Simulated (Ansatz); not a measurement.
The system is Ag.

```
CELL_PARAMETERS angstrom
-1.65565 1.65565 1.65565
1.65565 -1.65565 1.65565
1.65565 1.65565 -1.65565
ATOMIC_POSITIONS crystal
Ag 0.00000 0.00000 0.00000
```

This isn't the form of Ag at room conditions, which is fcc.

| Quantity | Value |
| --- | --- |
| Program | Ansatz 0.2.0 |
| Task | relaxation of cell and atoms |
| Functional | PBEsol |
| Dispersion | D4 |
| Potentials or basis | Ansatz PAW |
| Cutoff | 420 eV (not typed: the program's choice for these potentials) |
| k mesh | 11 × 11 × 11 |
| Occupations | fermi-dirac, width 0.05 eV |
| Spin | no spin polarisation |

At the start: volume 18.15 Å³/atom.

Q: Where does the relaxation end?

A: It ends after 5 steps and the volume is 16.37 Å³/atom (-9.8 %); space group Im-3m (No. 229, to 0.05 Å).

The path:
```csv
step,energy change (eV),largest force (eV/Å),volume (Å³)
1,0.0000,0.0000,18.15
2,-0.0476,0.0000,15.63
3,-0.0613,0.0000,16.56
4,-0.0622,0.0000,16.37
5,-0.0616,0.0000,16.37
```

Final structure:
```xyz
1
Lattice="-1.5995 1.5995 1.5995 1.5995 -1.5995 1.5995 1.5995 1.5995 -1.5995" Properties=species:S:1:pos:R:3 pbc="T T T"
Ag    0.0000    0.0000    0.0000
```

Caveat: the plane-wave basis is chosen anew once the cell has moved, so the energies of steps on either side of that aren't comparable; pairwise dispersion overbinds metals, which lowers pressure and volume; the PAW data sets come from PBE, with cores solved anew for the run's functional, which leaves a small shift of forces and pressure.
